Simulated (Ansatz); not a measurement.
# InP in Ansatz: the effect of functional

InP:

```
CELL_PARAMETERS angstrom
0.00000 2.93050 2.93050
2.93050 0.00000 2.93050
2.93050 2.93050 0.00000
ATOMIC_POSITIONS crystal
In 0.00000 0.00000 0.00000
P 0.75000 0.75000 0.75000
```

Alike in all runs:

| Quantity | Value |
| --- | --- |
| Program | Ansatz 0.2.0 |
| Task | single point |
| Potentials or basis | all-electron PAW datasets made for the crystal |
| k mesh | 4 × 4 × 4 |
| Occupations | fermi-dirac, width 0.05 eV |
| Spin | no spin polarisation |

```csv
functional,cutoff,gap on the mesh (eV),pressure (GPa)
PBE,240 eV (chosen from the basis error),?,?
HSE06,270 eV (chosen from the basis error),1.54,1.7
PBE0,270 eV (chosen from the basis error),2.20,1.5
```

What does the run with functional PBE give?

gap on the mesh 0.70 eV; pressure 3.5 GPa.

Caveats: all runs use coarse meshes; spin-orbit coupling is left out, which moves the levels of the heavy elements.

